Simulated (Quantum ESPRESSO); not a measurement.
KBr:

```xyz
2
Lattice="0.0000 3.3000 3.3000 3.3000 0.0000 3.3000 3.3000 3.3000 0.0000" Properties=species:S:1:pos:R:3 pbc="T T T"
Br    3.3000    3.3000    3.3000
K     0.0000    0.0000    0.0000
```

Base run:

- Program: Quantum ESPRESSO 7.5
- Functional: AM05
- Potentials or basis: PseudoDojo 0.4.1 SR PBE standard
- Cutoff: 1007 eV
- Density cutoff: 4027 eV
- k mesh: 6 × 6 × 6, shifted
- Occupations: fermi-dirac, width 0.05 eV
- Spin: no spin polarisation

Its results: pressure 0.4 GPa; electronic dielectric tensor (diagonal) 2.55.

Question: After a change of settings the same cell gave: pressure 1.5 GPa; electronic dielectric tensor (diagonal) 2.54. Which change was it?
A. functional from AM05 to WC
B. functional from AM05 to PBEsol; potentials or basis from PseudoDojo 0.4.1 SR PBE standard to PseudoDojo 0.4.1 SR PBEsol standard
C. functional from AM05 to BLYP

Answer: C.

BLYP binds less tightly than AM05, so the same cell stands under more pressure.

Caveats: the potentials were made for another functional, which shifts forces and pressure.

Not every run made on this cell is shown here.
